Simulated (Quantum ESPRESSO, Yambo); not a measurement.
# A GW chain in Yambo: BeTe (F-43m), part 3 of 3

Aim: the G0W0 gap of BeTe (F-43m) on PBE with spin-orbit coupling, step by step.

Quantum ESPRESSO 7.5 and Yambo 5.3.0; PBE and many-body steps on it, plane waves. Known limits of the many-body steps: not at the basis limit; coarse k mesh.

So far. Step 3 (Bands along the symmetry lines): The gap is 1.734 eV, as in the run before at this level. Step 4 (Empty states on the mesh, 4×4×4 mesh, 234 bands): On this mesh the gap is 1.734 eV.

### Step 6. Screening and self-energy, 4×4×4 mesh, 234 bands, screening to 197.3 eV

Now the one-shot GW correction: screening in the RPA, then the self-energy of the levels asked for.

This step: G0W0 on PBE with spin-orbit coupling, plane waves, norm-conserving pseudopotentials.

gw1.in

```
HF_and_locXC
gw0
dyson
ppa
em1d
rim_cut
RandQpts= 1000000
RandGvec= 1 RL
EXXRLvcs= 88 Ry
VXCRLvcs= 352 Ry
Chimod= "HARTREE"
% BndsRnXp
 1 | 234 |
%
NGsBlkXp= 14.5 Ry
% LongDrXp
 1 | 1 | 1 |
%
% GbndRnge
 1 | 234 |
%
DysSolver= "n"
ExtendOut
PPAPntXp= 27.21138 eV
% QPkrange
 1 | 1 | 25 | 32 |
 7 | 7 | 25 | 32 |
%
```

Command:

```console
OMP_NUM_THREADS=2 mpirun -n 2 yambo -F gw1.in -J gw1 -C gw1 > gw1.log
```

What it wrote:

```text
 Yambo, version 5.3.0

 [02] CORE Variables Setup
 =========================

  [... cell, symmetries and grids as in the set-up ...]

  [02.05] Energies & Occupations
  ==============================

  [X] === General ===
  [X] Electronic Temperature                        :  0.000000  0.000000 [eV K]
  [X] Bosonic    Temperature                        :  0.000000  0.000000 [eV K]
  [X] Finite Temperature mode                       : no
  [X] El. density                                   :  0.61673E+24 [cm-3]
  [X] Fermi Level                                   :  8.737735 [eV]

  [X] === Gaps and Widths ===
  [X] Conduction Band Min                           :  1.734287 [eV]
  [X] Valence Band Max                              :  0.000000 [eV]
  [X] Filled Bands                                  :  28
  [X] Empty Bands                                   :   29  234
  [X] Direct Gap                                    :  3.319578 [eV]
  [X] Direct Gap localized at k                     :  1
  [X] Indirect Gap                                  :  1.734287 [eV]
  [X] Indirect Gap between kpts                     :   1   7
  [X] Last valence band width                       :  3.339990 [eV]
  [X] 1st conduction band width                     :  3.211035 [eV]

 [03] Transferred momenta grid and indexing
 ==========================================

 IBZ Q-points                                      :   8
 BZ  Q-points                                      :   64

 K/Q-points units:
 rlu = crystal or reduced units; cc = cartesian coordinates; iku = interal k-units

 Q [1]          [rlu]:  0.000000  0.000000  0.000000
 Q [2]          [rlu]:  0.54651E-16  0.26895E-16  0.25000
 Q [3]          [rlu]: -0.10930E-15 -0.53790E-16 -0.50000
 Q [4]          [rlu]:  0.45585E-17  0.25000      0.25000
 Q [5]          [rlu]:  0.71568E-16  0.25000      0.50000
 Q [6]          [rlu]:  0.40755E-16  0.25000     -0.25000
 Q [7]          [rlu]: -0.91171E-17 -0.50000     -0.50000
 Q [8]          [rlu]:  0.250000 -0.500000 -0.250000

 [04] Coloumb potential Random Integration (RIM)
 ===============================================

  [04.01] RIM initialization
  ==========================

  * Diagonal components only detected *

  8 x (sBL volume)        :  0.101203 [a.u.]
  sBZ random points       :  1000000
  Points outside the sBZ  :   7968281
  RL volume               :  0.809622 [a.u.]
  Integrated volume       :  0.812845 [a.u.]

  [04.02] RIM integrals
  =====================

  Gamma point sphere radius             :  0.084531 [a.u.]
  Points outside the sphere             :   800476
  [Int_sBZ(q=0) 1/q^2]*(Vol_sBZ)^(-1/3) =:  7.776341
                                 should be <:  7.795600

  Summary of Coulomb integrals for non-metallic bands |Q|[au] RIM/Bare

  Q [1] 0.100000E-4 0.997530 * Q [2] 0.254239 1.068480
  Q [4] 0.293569 1.066792 * Q [6] 0.415170 1.029814
  Q [5] 0.486830 1.022655 * Q [3] 0.508477 1.020683
  Q [7] 0.587139 1.017590 * Q [8] 0.656441 1.014612

 [05] Dipoles
 ============

  [05.01] Setup: observables and procedures
  =========================================

 [06] Dynamic Dielectric Matrix (PPA)
 ====================================

 [WR./gw1//ndb.pp]---------------------------------------------------------------
  Brillouin Zone Q/K grids (IBZ/BZ)                :    8   64    8   64
  RL vectors                                       :   5209 [WF]
  Coulomb cutoff potential                         : none
  Electronic Temperature                           :  0.000000 [K]
  Bosonic    Temperature                           :  0.000000 [K]
  PPA    diel. fun.  energies                      : Perdew, Burke & Ernzerhof(X)+Perdew, Burke & Ernzerhof(C)
  wavefunctions                                    : Perdew, Burke & Ernzerhof(X)+Perdew, Burke & Ernzerhof(C)
  Global Gauge                                     : length
  X matrix size                                    :  307
  X band range                                     :    1  234
  X e/h energy range                               : -1.000000 -1.000000 [eV]
  X Time ordering                                  : R
  X Hxc Kernel                                     : HARTREE
  X Drude frequency                                :  0.000000  0.000000
  X poles                                          :  100.0000 [o/o]
  RL vectors in the sum                            :   5209
  [r,Vnl] included                                 : yes
  Field direction                                  :  0.577350E-5  0.577350E-5  0.577350E-5
  BZ energy Double Grid                            : no
  BZ energy DbGd points                            : 0
  BZ Q point size factor                           : -1.000000
  X Optical Averaged directions                    : none

 [07] Local Exchange-Correlation + Non-Local Fock
 ================================================

 [VXC] Plane waves :   34327
 [EXS] Plane waves :   4285

 QP @ state[ 1 ] K range:  1  1
 QP @ state[ 1 ] b range:   25   32
 QP @ state[ 2 ] K range:   7   7
 QP @ state[ 2 ] b range:   25   32

 [xc] Functional : Perdew, Burke & Ernzerhof(X)+Perdew, Burke & Ernzerhof(C)
 [xc] LIBXC used to calculate xc functional
  PP Number of Atomic Species                      :  2
  NLCC RL compoments                               :   34327
  PP Number of Atomic Species                      :  2
  NLCC RL compoments                               :   34327

 [xc] E_xc :  -22.85102 [Ha]
      E_xc :  -45.70204 [Ry]

  Local XC kind (lXC) : Perdew, Burke & Ernzerhof(X)+Perdew, Burke & Ernzerhof(C)
  Non-Local XC kind (nlXC) : Hartree-Fock

  Corrections @ K [1] :  [eV]
 <25|nlXC|25> = -14.89116 -0.13116E-17 <25|lXC|25> = -13.26302  0.14161E-15
 <26|nlXC|26> = -14.89117 -0.66930E-17 <26|lXC|26> = -13.26302  0.47201E-16
 <27|nlXC|27> = -14.89118 -0.10901E-16 <27|lXC|27> = -13.26302 -0.70804E-16
 <28|nlXC|28> = -14.89119  0.63301E-17 <28|lXC|28> = -13.26302 -0.94408E-16
 <29|nlXC|29> = -5.937654  0.30691E-17 <29|lXC|29> = -10.41708  0.14162E-15
 <30|nlXC|30> = -5.937653 -0.70847E-18 <30|lXC|30> = -10.41708  0.47205E-16
 <31|nlXC|31> = -5.907083  0.31530E-17 <31|lXC|31> = -10.43976  0.94420E-16
 <32|nlXC|32> = -5.906966 -0.47844E-17 <32|lXC|32> = -10.43976 -0.28323E-15

  Corrections @ K [7] :  [eV]
 <25|nlXC|25> = -14.80098  0.15129E-16 <25|lXC|25> = -11.96500 -0.11295E-19
 <26|nlXC|26> = -14.80102 -0.44692E-17 <26|lXC|26> = -11.96500 -0.17701E-16
 <27|nlXC|27> = -14.43012  0.33972E-17 <27|lXC|27> = -11.77102  0.11789E-16
 <28|nlXC|28> = -14.43012 -0.46812E-17 <28|lXC|28> = -11.77102 -0.70806E-16
 <29|nlXC|29> = -5.120909 -0.48915E-17 <29|lXC|29> = -8.958094  0.47206E-16
 <30|nlXC|30> = -5.120909  0.14449E-17 <30|lXC|30> = -8.958094 -0.23604E-16
 <31|nlXC|31> = -5.807418  0.64311E-17 <31|lXC|31> = -9.790287  0.14162E-15
 <32|nlXC|32> = -5.807435 -0.13707E-17 <32|lXC|32> = -9.790288 -0.11803E-16

 [08] Dyson equation: Newton solver
 ==================================

  [08.01] G0W0 (W PPA)
  ====================

  [  GW  ] Bands range     :    1  234
  [GW/PPA] G damping       :  0.100000 [eV]

  QP @ state[ 1 ] K range:  1  1
  QP @ state[ 1 ] b range:   25   32
  QP @ state[ 2 ] K range:   7   7
  QP @ state[ 2 ] b range:   25   32

   Sc/G bands                                       :    1  234
   Sc/G damping                                     :  0.100000 ev
   Sc bands terminator                              : no
   Sx RL components                                 :   4285

   QP @ state[ 1 ] K range                          :  1  1
   QP @ state[ 1 ] b range                          :   25   32
   QP @ state[ 2 ] K range                          :   7   7
   QP @ state[ 2 ] b range                          :   25   32
   GF energies kind                                 : Perdew, Burke & Ernzerhof(X)+Perdew, Burke & Ernzerhof(C)
   GF WF`s kind                                     : Perdew, Burke & Ernzerhof(X)+Perdew, Burke & Ernzerhof(C)
   Xs energies kind                                 : Perdew, Burke & Ernzerhof(X)+Perdew, Burke & Ernzerhof(C)
   Xs WF`s kind                                     : Perdew, Burke & Ernzerhof(X)+Perdew, Burke & Ernzerhof(C)

 [11] Game Over & Game summary
```

The job ended after 12 min (2 MPI ranks of Arm Neoverse V1, shared host; peak memory 1.6 GiB).

This step gave:

```yaml
g0w0_gap_on_the_points_computed: 2.488 eV
starting_gap_on_the_mesh: 1.734 eV
k_of_the_valence_top: 0, 0, 0
k_of_the_conduction_bottom: 0, -0.5, -0.5
least_direct_g0w0_gap_on_the_computed_points: 4.323 eV
z_at_the_valence_top: 0.8064
z_at_the_conduction_bottom: 0.8169
```

The gap on the mesh goes from 1.73 eV to 2.49 eV, a correction of +0.75 eV.

Limits: finite bands, cutoff and mesh; coarse k mesh. v1 is the top filled band, c1 the lowest empty one. Levels before and after the correction, in eV, zero at the valence-band top of each column:

|  | conduction bottom | valence top |
| --- | --- | --- |
| Kohn-Sham | 1.73 | 0.00 |
| G0W0 | 2.49 | 0.00 |

|  | level | energy (eV) |
| --- | --- | --- |
| Kohn-Sham | Γ v3-v1 | 0.000 |
| Kohn-Sham | Γ c1-c2 | 3.320 |
| Kohn-Sham | Γ c3 | 3.381 |
| Kohn-Sham | (0 -0.5 -0.5) v3 | -3.069 |
| Kohn-Sham | (0 -0.5 -0.5) v2-v1 | -2.674 |
| Kohn-Sham | (0 -0.5 -0.5) c1-c2 | 1.734 |
| Kohn-Sham | (0 -0.5 -0.5) c3 | 2.417 |
| G0W0 | Γ v3-v1 | 0.000 |
| G0W0 | Γ c1-c2 | 4.324 |
| G0W0 | Γ c3 | 4.391 |
| G0W0 | (0 -0.5 -0.5) v3 | -3.272 |
| G0W0 | (0 -0.5 -0.5) v2-v1 | -2.877 |
| G0W0 | (0 -0.5 -0.5) c1-c2 | 2.488 |
| G0W0 | (0 -0.5 -0.5) c3 | 3.256 |

### Step 7. Where the time went

Times are wall times on the hardware named with each run, good to a factor of about two.

| step | time | share | memory (GiB) |
| --- | --- | --- | --- |
| ground state | 26 s | 3 % | 0.51 |
| bands along the symmetry lines | 21 s | 2 % | 0.36 |
| empty states on the mesh | 53 s | 6 % | 0.89 |
| conversion and set-up | 3 s | 0 % | 0.25 |
| screening and self-energy | 12 min | 88 % | 1.6 |

### Step 8. Results

```
PBE gap              : 1.73 eV, indirect
G0W0 gap on the mesh : 2.49 eV
GW settings          : 4×4×4 mesh, 234 bands, screening to 197.3 eV, Godby-Needs plasmon pole
known limits         : not at the basis limit; coarse k mesh
```

**Reading.** G0W0 moves the gap on the mesh from 1.73 eV to 2.49 eV (+0.75 eV), with Z of 0.81 and 0.82 at the edges. Only 2 of the mesh's irreducible points were corrected, so a valley elsewhere could overtake. The dearest step here is «screening and self-energy». Against experiment, by G0W0@PBE: the gap of 2.49 eV lies −0.21 eV from the measured 2.7 eV (indirect, quoted 1997); the gap of 2.49 eV lies −0.31 eV from the measured 2.8 eV (indirect, quoted 1997). The calculation has static nuclei and no excitons; a measured gap holds zero-point and thermal motion, which mostly lowers it. Bands and cutoff are finite, so the gap is not at the basis limit. The miss can reach some tenths of an eV and take either sign; the mesh is an error of its own. In the G0W0 run levels were corrected at 2 k points alone, so a gap called «on the mesh» is the least over those, and an edge elsewhere would be missed. The 4×4×4 mesh is coarse for this cell, which bears on the long-range parts of exchange and screening.

[Paths, hosts, dates, memory and timing lines, banners, echoed tables and standing remarks are left out of the program output.]

[Logs are printed without paths, hosts, clocks, repeated set-up lines and the standing remarks that a program may print on its own settings, such as how far it seeks lower states.]

[Runs of the session that timed out or met a known fault of the program may be left out.]

[Hosts, paths, dates, database ids (printed as entryN), source tags and the programs' standing remarks are cut or masked in the printed files.]
